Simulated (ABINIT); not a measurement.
# PbS in ABINIT: the effect of functional

Crystal: PbS.

```
Pb S
1.0
     3.65366    0.00000    0.00000
     0.00000    3.65366    0.00000
     0.00000    0.00000    3.65366
Pb S
1 1
Direct
  0.00000 0.00000 0.00000
  0.50000 0.50000 0.50000
```

Measurements of this composition are mostly on another form, of space group No. 225.

Alike in all runs:

* Program: ABINIT 10.8.3 (patched build)
* Task: single point
* Potentials or basis: JTH PAW PBE v2.0
* Cutoff: 707 eV
* k mesh: 7 × 7 × 7
* Occupations: fermi-dirac, width 0.05 eV
* Spin: no spin polarisation

| functional | pressure (GPa) |
| --- | --- |
| PBE | -0.3 |
| LDA | -5.4 |
| PBEsol | -3.7 |
| RPBE | 1.8 |
| BLYP | 4.3 |
| AM05 | -3.2 |
| revPBE | ? |
| PW91 | -0.3 |
| WC | -3.6 |

What does the run with functional revPBE give?

Pressure 1.2 GPa.

Caveats: the PAW data sets were made with another functional, which shifts forces and pressure a little (some runs).
